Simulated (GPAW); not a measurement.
# SiC: dielectric tensor with BLYP

Crystal: SiC.

```
Si C
1.0
     3.07569    0.00000    0.00000
    -1.53785    2.66363    0.00000
     0.00000    0.00000   10.07065
Si C
4 4
Direct
  0.00000 0.00000 0.18789
  0.00000 0.00000 0.68789
  0.33333 0.66667 0.43784
  0.66667 0.33333 0.93784
  0.00000 0.00000 0.00046
  0.00000 0.00000 0.50046
  0.33333 0.66667 0.24980
  0.66667 0.33333 0.74980
```

The cell is a database's computed one.

| Quantity | Value |
| --- | --- |
| Program | GPAW 26.7.0 |
| Task | dielectric tensor |
| Functional | BLYP |
| Potentials or basis | PAW data sets generated in the run's folder for this functional |
| Cutoff | 550 eV |
| Basis | pw |
| k mesh | 8 × 8 × 2 |
| Occupations | fermi-dirac, width 0.001 eV |
| Spin | no spin polarisation |
| Response ecut | 80 eV |
| Maxiter | 150 |
| Response k mesh | 14 × 14 × 4 |
| Response bands | 80 |
| Kernels | ["RPA", "ALDA_X", "LR0.3"] |
| Coarser k mesh | 10 × 10 × 3 |

```
Band gap on the k mesh                  : 2.53 eV, indirect (least direct gap 3.64 eV)
Electronic dielectric tensor (diagonal) : 6.30, 6.30, 6.51
```

Electronic dielectric tensor:
```
6.30 0.00 0.00
0.00 6.30 0.00
0.00 0.00 6.51
```

Run time: 20 min on 1 thread of Arm Neoverse V1, with other jobs on the host, peak memory 1.4 GiB.

Caveat: the long-wavelength limit can be off by a per cent or two. A k mesh can miss the band edges.
